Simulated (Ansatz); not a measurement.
MnO under changes of volume

One of the cells (14.465 Å³/atom); the others are scaled copies at fixed shape and fractional positions:

```
Mn O
1.0
     0.00000    2.43651    2.43651
     2.43651    0.00000    2.43651
     2.43651    2.43651    0.00000
Mn O
1 1
Direct
  0.00000 0.00000 0.00000
  0.25000 0.25000 0.25000
```

Measurements of this composition are mostly on another form, of space group No. 225.

- Program: Ansatz 0.2.0
- Functional: PBE
- Potentials or basis: Ansatz PAW
- Cutoff: 420 eV (not typed: the program's choice for these potentials)
- k mesh: 9 × 9 × 9
- Occupations: fermi-dirac, width 0.05 eV
- Spin: collinear spin, ferromagnetic start
- Starting moments: [4.0, 0.0] μB

```csv
volume (Å³/atom),energy over the lowest point (meV/atom),pressure (GPa)
13.597,1.51,1.9
13.886,0.00,-0.5
14.175,2.85,-2.7
14.465,9.63,-4.7
14.754,19.86,-6.5
15.043,33.04,-8.1
15.332,?,?
```

Task: What does the run at 15.332 Å³/atom give?

Result: Energy over the lowest point 49.01 meV/atom; pressure -9.6 GPa.

Worked out: A Birch-Murnaghan fit of order 3 (a polynomial in V^(-2/3)) to the other rows has its minimum at 13.84 Å³/atom with B0 = V·E''(V) = 119 GPa and B' = 5.0. It gives 48.91 meV/atom at 15.332 Å³/atom, against the run's 49.01, and -dE/dV = -9.5 GPa, against -9.6.

Energies are extrapolated to zero smearing.

Caveats: a cell with one magnetic atom can't hold antiferromagnetic order, which such compounds often take.
